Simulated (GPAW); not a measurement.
Sb, 1 atom in the cell. The typed cell holds 1 atom: a = 3.459 Å, b = 3.554 Å, c = 3.342 Å, α = 58.62°, β = 55.56°, γ = 54.87°. This isn't the form of Sb at room conditions, which is rhombohedral. The cell isn't the ideal one: cell sheared at random, sigma 0.03, atoms nudged by 0.01 Å.

* Program: GPAW 26.7.0
* Task: relaxation of cell and atoms
* Functional: revPBE
* Potentials or basis: the program's PAW data sets (release 1.2.1) made for this functional
* Cutoff: 600 eV
* Basis: pw
* k mesh: 9 × 8 × 9
* Occupations: fermi-dirac, width 0.15 eV
* Spin: no spin polarisation
* Target pressure: -2 GPa
* Maxiter: 100
* Optimizer: LBFGS
* Fmax: 0.01 eV/Å
* Max steps: 100
* Target pressure: -2 GPa

Potentials or basis: the program's PAW data sets (release 1.2.1) made for this functional, pw.

Run with:

```sh
$ OMP_NUM_THREADS=1 python run.py
```

Hardware: 1 thread of Arm Neoverse V1, on a shared host.

Task: Estimate the wall time of this run.

Result: Wall time 40 min on 1 thread of Arm Neoverse V1 (shared host), peak memory 0.53 GiB. Counts: scf iterations 185, plane waves 902, bands 15, k points 325, ion steps 23.
